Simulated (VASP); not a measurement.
# VASP 6.6.1 run: MgO

INCAR

```
NELM = 120
LASPH = .TRUE.
IBRION = -1
METAGGA = R2SCAN
NBANDS = 8
LCHARG = .FALSE.
LWAVE = .FALSE.
NSW = 0
SIGMA = 0.3
PREC = Accurate
ISIF = 2
ENCUT = 520
EDIFF = 1E-7
ALGO = Normal
ISMEAR = 1
LREAL = .FALSE.
```

KPOINTS

```
KPOINTS created by Atomic Simulation Environment
0
Gamma
12 12 12
0 0 0
```

POSCAR

```
Mg O
 1.0000000000000000
     0.0194450486000000    2.1021674168000000    2.1021674168000000
     2.1021674168000000    0.0194450486000000    2.1021674168000000
     2.1216124654000001    2.1216124654000001    0.0000000000000000
 Mg  O
   1   1
Cartesian
  0.0000000000000000  0.0000000000000000  0.0000000000000000
  2.1216124654000001  2.1216124654000001  2.1021674168000004
```

The recommended PBE PAW datasets give the neutral cell 8 valence electrons.

Command

```
mpirun -np 1 vasp_std
```

Problem. How does this run end, and what does it give?

Solution. It converged. Results: gap between bands v and c on the k mesh 5.59 eV; least direct gap on the k mesh 5.59 eV; pressure -1.2 GPa. Band v is the last that the valence electrons fill when counted band by band, and c is the next.

OSZICAR

```
N       E                     dE             d eps       ncg     rms          rms(c)
DAV:   1     0.718764058306E+01    0.71876E+01   -0.50314E+03  5288   0.916E+02
DAV:   2    -0.194827661324E+02   -0.26670E+02   -0.25529E+02  5408   0.146E+02
DAV:   3    -0.198375827906E+02   -0.35482E+00   -0.35445E+00  5904   0.187E+01
DAV:   4    -0.198381142014E+02   -0.53141E-03   -0.53141E-03  6112   0.688E-01
DAV:   5    -0.198381146977E+02   -0.49630E-06   -0.49632E-06  6056   0.150E-02    0.682E+00
DAV:   6    -0.160802967393E+02    0.37578E+01   -0.63833E+00  4480   0.175E+01    0.198E+00
DAV:   7    -0.161462061153E+02   -0.65909E-01   -0.21990E-01  5480   0.420E+00    0.141E+00
DAV:   8    -0.161579181415E+02   -0.11712E-01   -0.45472E-02  4496   0.300E+00    0.370E-01
DAV:   9    -0.161562638460E+02    0.16543E-02   -0.63676E-03  5248   0.675E-01    0.954E-02
DAV:  10    -0.161562961162E+02   -0.32270E-04   -0.48135E-04  5184   0.197E-01    0.199E-02
DAV:  11    -0.161563001292E+02   -0.40130E-05   -0.60060E-06  5312   0.311E-02    0.542E-03
DAV:  12    -0.161562996428E+02    0.48640E-06   -0.74743E-07  6128   0.809E-03    0.145E-03
DAV:  13    -0.161562996120E+02    0.30796E-07   -0.22732E-07  4248   0.391E-03
   1 F= -.16156300E+02 E0= -.16158079E+02  d E =0.533825E-02
```

For comparison, a separate r²SCAN run of the intended cell, on usual settings and not on those above, gives a gap of 5.58 eV on its mesh and a pressure of -1.1 GPa.
